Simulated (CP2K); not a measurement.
Crystal: KTaO3.

```
Ta K O
1.0
     3.98830    0.00000    0.00000
     0.00000    3.98830    0.00000
     0.00000    0.00000    3.98830
Ta K O
1 1 3
Direct
  0.00000 0.00000 0.00000
  0.50000 0.50000 0.50000
  0.00000 0.00000 0.50000
  0.00000 0.50000 0.00000
  0.50000 0.00000 0.00000
```

Base run:

| Property | Result |
| --- | --- |
| Program | CP2K 2026.2 |
| Functional | PBE |
| Potentials or basis | GTH_POTENTIALS Ta GTH-PBE-q13, K GTH-PBE-q9, O GTH-PBE-q6; DZVP-MOLOPT-SR-GTH basis |
| Density cutoff | 8163 eV |
| k mesh | 5 × 5 × 5 |
| Occupations | fermi-dirac, width 0.05 eV |
| Spin | no spin polarisation |

Its results: band gap on the k mesh 2.23 eV, indirect (least direct gap 2.89 eV).

**Question.** The run is repeated on the same cell with these changes: hubbard terms from none to Ta d U = 2.0 eV. What comes out?

**Answer.** Band gap on the k mesh 2.51 eV, indirect (least direct gap 3.20 eV).

The U term pushes filled and empty states of the shell apart.

Caveats: spin-orbit coupling is left out, which moves the levels of the heavy elements; an odd mesh through Γ misses points on the zone boundary, where band edges often lie; the basis of atomic orbitals isn't converged, which shifts pressures, moduli and gaps; this program's U acts on Mulliken populations of all basis functions of the shell, so it isn't the U of plane-wave codes (some runs); energies scatter by some meV and the pressure isn't listed (some runs).
